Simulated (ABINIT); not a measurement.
# Pb (C2/m) in ABINIT: single point with LDA

Aim: the single point of Pb with LDA.

Everything below comes from runs of ABINIT 10.8.3 (patched build). Logs are shortened: lines on timing, memory, paths and dates and some standing lists are left out, and cuts for length are marked. The log counts tension as positive stress, the text compression.

## Step 1: Starting point

The structure is monoclinic, space group C2/m (No. 12). The conventional cell has a = 6.077 Å, b = 3.501 Å, c = 6.452 Å, α = 90.00°, β = 109.14°, γ = 90.00°. Pb (site symmetry m) is surrounded by 10 Pb at 3.34 to 3.51 Å.

This isn't the form of Pb at room conditions, which is fcc.

## Step 2: Single point, LDA

run.abi reads:

```
# Pseudopotentials
pp_dirpath "./"
pseudos "Pb.upf"

# Structure
acell 3*1.0
rprim
     5.7421346779    -3.3076253549     0.0000000000
     5.7421346779     3.3076253549     0.0000000000
    -3.9976450118     0.0000000000    11.5183056674
ntypat 1
znucl 82
natom 2
typat 1 1
xred
     0.9085084100     0.9085084100     0.7262922000
     0.0914915900     0.0914915900     0.2737078000
chkprim 0
chksymtnons 0
tolsym 1.0e-6

# Plane-wave basis
ecut 28.0

# k points
kptopt 1
ngkpt 7 7 4
nshiftk 1
shiftk 0.0 0.0 0.0

# Exchange and correlation
ixc 7

# Bands and occupations
nband 18
occopt 3
tsmear 0.05 eV

# SCF cycle
nstep 100
tolvrs 1.0e-10

# Output
iomode 3
prtwf 0
prtden 0
prteig 0
prtebands 0
enunit 2
```

Potentials or basis: PseudoDojo NC SR LDA v0.4.1 standard.

Run with:

```console
$ mpirun --bind-to none -np 4 abinit run.abi > log 2>&1
```

run.abo:

```text
.Version 10.8.3 of ABINIT
 Symmetries : space group C2/m (# 12); Bravais mC (1-face-center monocl.)
================================================================================
 Values of the parameters that define the memory need of the present run
     intxc =       0    ionmov =       0      iscf =       7    lmnmax =       6
     lnmax =       6     mgfft =      60  mpssoang =       3    mqgrid =    3001
     natom =       2  nloc_mem =       1    nspden =       1   nspinor =       1
    nsppol =       1      nsym =       4    n1xccc =    2501    ntypat =       1
    occopt =       3   xclevel =       1
       mpw =        3111          nfft =       61440          nkpt =          60
================================================================================
================================================================================

--------------------------------------------------------------------------------
------------- Echo of variables that govern the present computation ------------
--------------------------------------------------------------------------------
 -outvars: echo values of preprocessed input variables --------
            acell      1.0000000000E+00  1.0000000000E+00  1.0000000000E+00 Bohr
              amu      2.07200000E+02
          chkprim           0
      chksymtnons           0
             ecut      2.80000000E+01 Hartree
           enunit           2
                       outvar_i_n : Printing only first  50 k-points.
              ixc           7
                       outvar_i_n : Printing only first  50 k-points.
         kptrlatt        7    0    0      0    7    0      0    0    4
          kptrlen      4.63067550E+01
            natom           2
            nband          18
            ngfft          32      32      60
             nkpt          60
            nstep         100
             nsym           4
           ntypat           1
                       prtocc : prtvol=0, do not print more k-points.
           occopt           3
           prtden           0
        prtebands           0
           prteig           0
            prtwf           0
            rprim      5.7421346779E+00 -3.3076253549E+00  0.0000000000E+00
                       5.7421346779E+00  3.3076253549E+00  0.0000000000E+00
                      -3.9976450118E+00  0.0000000000E+00  1.1518305667E+01
          spgroup          12
           tolsym      1.00000000E-06
           tolvrs      1.00000000E-10
           tsmear      1.83746611E-03 Hartree
            typat      1  1
                       outvars : Printing only first  50 k-points.
           xangst      3.9847556737E+00  7.2649265064E-17  4.4269142754E+00
                      -2.3004686983E-02  1.3552087956E-18  1.6683105878E+00
            xcart      7.5300969020E+00  1.3728721422E-16  8.3656555634E+00
                      -4.3472558010E-02  2.5609734671E-18  3.1526501040E+00
             xred      9.0850841000E-01  9.0850841000E-01  7.2629220000E-01
                       9.1491590000E-02  9.1491590000E-02  2.7370780000E-01
            znucl       82.00000

================================================================================

 chkinp: Checking input parameters for consistency.

================================================================================
== DATASET  1 ==================================================================

--- !DatasetInfo
iteration_state: {dtset: 1, }
dimensions: {natom: 2, nkpt: 60, mband: 18, nsppol: 1, nspinor: 1, nspden: 1, mpw: 3111, }
cutoff_energies: {ecut:  28.0, pawecutdg:  -1.0, }
electrons: {nelect:   2.80000000E+01, charge:   0.00000000E+00, occopt:   3.00000000E+00, tsmear:   1.83746611E-03, }
meta: {optdriver: 0, ionmov: 0, optcell: 0, iscf: 7, paral_kgb: 0, }
...

 Exchange-correlation functional for the present dataset will be:
  LDA: Perdew-Wang 92 LSD fit to Ceperley-Alder data - ixc=7
  J.P.Perdew and Y.Wang, PRB 45, 13244 (1992)

 Real(R)+Recip(G) space primitive vectors, cartesian coordinates (Bohr,Bohr^-1):
 R(1)=  5.7421347 -3.3076254  0.0000000  G(1)=  0.0870756 -0.1511659  0.0302212
 R(2)=  5.7421347  3.3076254  0.0000000  G(2)=  0.0870756  0.1511659  0.0302212
 R(3)= -3.9976450  0.0000000 11.5183057  G(3)=  0.0000000  0.0000000  0.0868183
 Unit cell volume ucvol=  4.3753045E+02 bohr^3
 Angles (23,13,12)=  1.06506081E+02  1.06506081E+02  5.98862194E+01 degrees

 getcut: wavevector=  0.0000  0.0000  0.0000  ngfft=  32  32  60
         ecut(hartree)=     28.000   => boxcut(ratio)=   2.02744

--- Pseudopotential description ------------------------------------------------
- pspini: atom type   1  psp file is ./Pb.upf
12 -1012 2 -1 1638                            pspcod,pspxc,lmax,lloc,mmax
     nproj     2     2     2

   2.47191643E+03                                ecore*ucvol(ha*bohr**3)
--------------------------------------------------------------------------------

================================================================================

--- !BeginCycle
iteration_state: {dtset: 1, }
solver: {iscf: 7, nstep: 100, nline: 4, wfoptalg: 0, }
tolerances: {tolvrs: 1.00E-10, }
...

     iter   Etot(hartree)      deltaE(h)  residm     vres2
 ETOT  1  -140.29383332304    -1.403E+02 4.072E-01 2.257E+00
 ETOT  2  -140.51658830467    -2.228E-01 7.674E-03 2.105E+00
 ETOT  3  -140.51684550693    -2.572E-04 4.051E-04 7.439E-01
 ETOT  4  -140.51695341185    -1.079E-04 8.205E-05 1.045E-02
 ETOT  5  -140.51695583168    -2.420E-06 1.406E-05 7.817E-04
 ETOT  6  -140.51695603799    -2.063E-07 2.876E-06 3.936E-05
 ETOT  7  -140.51695604018    -2.192E-09 4.846E-07 2.311E-06
 ETOT  8  -140.51695604066    -4.799E-10 1.029E-07 1.948E-07
 ETOT  9  -140.51695604069    -2.862E-11 2.364E-08 2.112E-09
 ETOT 10  -140.51695604069     1.137E-13 7.754E-09 4.756E-11

 At SCF step   10       vres2   =  4.76E-11 < tolvrs=  1.00E-10 =>converged.

 Cartesian components of stress tensor (hartree/bohr^3)
  sigma(1 1)=  1.35627055E-04  sigma(3 2)=  0.00000000E+00
  sigma(2 2)=  1.25718142E-04  sigma(3 1)= -9.42363088E-06
  sigma(3 3)=  2.84553371E-05  sigma(2 1)=  0.00000000E+00

--- !ResultsGS
iteration_state: {dtset: 1, }
comment   : Summary of ground state results
lattice_vectors:
- [  5.7421347,  -3.3076254,   0.0000000, ]
- [  5.7421347,   3.3076254,   0.0000000, ]
- [ -3.9976450,   0.0000000,  11.5183057, ]
lattice_lengths: [   6.62665,    6.62665,   12.19231, ]
lattice_angles: [106.506, 106.506,  59.886, ] # degrees, (23, 13, 12)
lattice_volume:   4.3753045E+02
convergence: {deltae:  1.137E-13, res2:  4.756E-11, residm:  7.754E-09, diffor: null, }
etotal    :  -1.40516956E+02
entropy   :   0.00000000E+00
fermie    :   1.69684096E-01
cartesian_stress_tensor: # hartree/bohr^3
- [  1.35627055E-04,   0.00000000E+00,  -9.42363088E-06, ]
- [  0.00000000E+00,   1.25718142E-04,   0.00000000E+00, ]
- [ -9.42363088E-06,   0.00000000E+00,   2.84553371E-05, ]
pressure_GPa:  -2.8421E+00
xred      :
- [  9.0851E-01,   9.0851E-01,   7.2629E-01, Pb]
- [  9.1492E-02,   9.1492E-02,   2.7371E-01, Pb]
cartesian_forces: # hartree/bohr
- [  3.43352558E-04,   1.70595656E-20,  -6.01387638E-04, ]
- [ -3.43352558E-04,  -1.70595656E-20,   6.01387638E-04, ]
force_length_stats: {min:   6.92501314E-04, max:   6.92501314E-04, mean:   6.92501314E-04, }
...

 Integrated electronic density in atomic spheres:
 ------------------------------------------------
 Atom  Sphere_radius  Integrated_density
    1        2.00000         10.05626210
    2        2.00000         10.05626210
================================================================================

 ----iterations are completed or convergence reached----

 Mean square residual over all n,k,spin=   14.688E-12; max=  77.537E-10
 reduced coordinates (array xred) for    2 atoms
       0.908508410000      0.908508410000      0.726292200000
       0.091491590000      0.091491590000      0.273707800000
 rms dE/dt=  5.0549E-03; max dE/dt=  8.2996E-03; dE/dt below (all hartree)
    1      -0.001971576631     -0.001971576631      0.008299568277
    2       0.001971576631      0.001971576631     -0.008299568277

 cartesian coordinates (angstrom) at end:
    1      3.98475567373185     0.00000000000000     4.42691427543753
    2     -0.02300468698312     0.00000000000000     1.66831058783035

 cartesian forces (hartree/bohr) at end:
    1      0.00034335255816     0.00000000000000    -0.00060138763769
    2     -0.00034335255816    -0.00000000000000     0.00060138763769
 frms,max,avg= 3.9981582E-04 6.0138764E-04   0.000E+00  0.000E+00  0.000E+00 h/b

 cartesian forces (eV/Angstrom) at end:
    1      0.01765589842585     0.00000000000000    -0.03092459570558
    2     -0.01765589842585    -0.00000000000000     0.03092459570558
 frms,max,avg= 2.0559356E-02 3.0924596E-02   0.000E+00  0.000E+00  0.000E+00 e/A
 length scales=  1.000000000000  1.000000000000  1.000000000000 bohr
              =  0.529177210544  0.529177210544  0.529177210544 angstroms
 Fermi (or HOMO) energy (hartree) =   0.16968   Average Vxc (hartree)=  -0.38317
 Eigenvalues (hartree) for nkpt=  60  k points:
 kpt#   1, nband= 18, wtk=  0.00510, kpt=  0.0000  0.0000  0.0000 (reduced coord)
  -0.45964   -0.45568   -0.45564   -0.45556   -0.45554   -0.45467   -0.45032   -0.45006
  -0.44875   -0.44833   -0.25724   -0.14502    0.02051    0.39276    0.39919    0.40093
   0.40315    0.40742
      occupation numbers for kpt#   1
   2.00000    2.00000    2.00000    2.00000    2.00000    2.00000    2.00000    2.00000
   2.00000    2.00000    2.00000    2.00000    2.00000    0.00000    0.00000    0.00000
   0.00000    0.00000
 prteigrs : prtvol=0 or 1, do not print more k-points.

 Fermi (or HOMO) energy (eV) =   4.61734   Average Vxc (eV)= -10.42659
 Eigenvalues (   eV  ) for nkpt=  60  k points:
 kpt#   1, nband= 18, wtk=  0.00510, kpt=  0.0000  0.0000  0.0000 (reduced coord)
 -12.50746  -12.39955  -12.39859  -12.39632  -12.39583  -12.37215  -12.25382  -12.24680
 -12.21109  -12.19973   -6.99983   -3.94632    0.55816   10.68744   10.86248   10.90992
  10.97033   11.08640
 prteigrs : prtvol=0 or 1, do not print more k-points.

--- !EnergyTerms
iteration_state     : {dtset: 1, }
comment             : Components of total free energy in Hartree
kinetic             :  6.87754802982318E+01
hartree             :  2.73380275238354E+01
xc                  : -3.94659503551094E+01
Ewald energy        : -9.28469193673417E+01
psp_core            :  5.64970150643687E+00
local_psp           : -8.15424449050414E+01
non_local_psp       : -2.84245518466476E+01
internal            : -1.40516657145636E+02
'-kT*entropy'       : -2.98895050668500E-04
total_energy        : -1.40516956040687E+02
total_energy_eV     : -3.82366116493266E+03
band_energy         : -9.21085172139339E+00
...

 Cartesian components of stress tensor (hartree/bohr^3)
  sigma(1 1)=  1.35627055E-04  sigma(3 2)=  0.00000000E+00
  sigma(2 2)=  1.25718142E-04  sigma(3 1)= -9.42363088E-06
  sigma(3 3)=  2.84553371E-05  sigma(2 1)=  0.00000000E+00

-Cartesian components of stress tensor (GPa)         [Pressure= -2.8421E+00 GPa]
- sigma(1 1)=  3.99028573E+00  sigma(3 2)=  0.00000000E+00
- sigma(2 2)=  3.69875542E+00  sigma(3 1)= -2.77252793E-01
- sigma(3 3)=  8.37184921E-01  sigma(2 1)=  0.00000000E+00

== END DATASET(S) ==============================================================
================================================================================

 -outvars: echo values of variables after computation  --------
            acell      1.0000000000E+00  1.0000000000E+00  1.0000000000E+00 Bohr
           etotal     -1.4051695604E+02
            fcart      3.4335255816E-04  1.7059565585E-20 -6.0138763769E-04
                      -3.4335255816E-04 -1.7059565585E-20  6.0138763769E-04
            rprim      5.7421346779E+00 -3.3076253549E+00  0.0000000000E+00
                       5.7421346779E+00  3.3076253549E+00  0.0000000000E+00
                      -3.9976450118E+00  0.0000000000E+00  1.1518305667E+01
           strten      1.3562705517E-04  1.2571814152E-04  2.8455337101E-05
                       0.0000000000E+00 -9.4236308828E-06  0.0000000000E+00
           xangst      3.9847556737E+00  7.2649265064E-17  4.4269142754E+00
                      -2.3004686983E-02  1.3552087956E-18  1.6683105878E+00
             xred      9.0850841000E-01  9.0850841000E-01  7.2629220000E-01
                       9.1491590000E-02  9.1491590000E-02  2.7370780000E-01
 Calculation completed.
```

It took 24 s on 4 MPI ranks of Arm Neoverse V1, shared host; peak memory 0.28 GiB.

Results:

- Free energy: -3823.6612 eV
- Pressure: -2.8 GPa
- Largest force: 0.036 eV/Å
- Band gap on the k mesh: none (metal or under the smearing width)
- Valence electrons inside the program's atomic spheres: Pb 10.06 (radii [1.0584] Å)

Forces in eV/Å, atoms in the order of the input:
```
Pb   0.018  0.000 -0.031
Pb  -0.018  0.000  0.031
```
